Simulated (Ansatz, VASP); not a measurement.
**Fe2O: VASP beside Ansatz**

```
Fe O
1.0
     4.05757    0.00000    0.00000
     0.00000    4.05757    0.00000
     0.00000    0.00000    4.05757
Fe O
4 2
Direct
  0.25000 0.25000 0.25000
  0.25000 0.75000 0.75000
  0.75000 0.75000 0.25000
  0.75000 0.25000 0.75000
  0.00000 0.00000 0.00000
  0.50000 0.50000 0.50000
```

Change from the starting cell: species swapped into the Ag2O type (Pn-3m, No. 224).

Alike in both runs: task single point; functional PBE; k mesh 4 × 4 × 4; occupations gaussian, width 0.1 eV; collinear spin.

|  | VASP | Ansatz |
| --- | --- | --- |
| version | VASP 6.6.1 | Ansatz 0.2.0 |
| potentials or method | VASP PAW PBE potentials, release 64 (Fe, O) | scalar-relativistic, plane waves, PAW |
| plane-wave cutoff (eV) | 520 | 420 |
| valence electrons in the cell | 44 | 76 |

```tsv
	VASP	Ansatz	Ansatz less VASP
gap on the k mesh at the Fermi level (eV)	none	none	-
pressure (GPa)	15.3	13.0	-2.30
net moment per atom (μB)	1.36	1.36	-0.001
size of the moment on the site where the two differ most (μB)	2.04	1.79	-0.242
```

Site moments also hang on the region over which each program counts them. A gap of «none» marks a metal or a gap that the smearing closes. The two sets of potentials don't hold the same shells in valence.

Caveats: the k mesh is coarse (spacing up to 0.39 Å⁻¹), so the values aren't converged; so large a pressure means that the cell lies far from this level's equilibrium, or that cutoff or potentials fall short (VASP); semilocal functionals often make such compounds metallic where correlation or magnetic order opens a gap, which also shifts bond lengths.
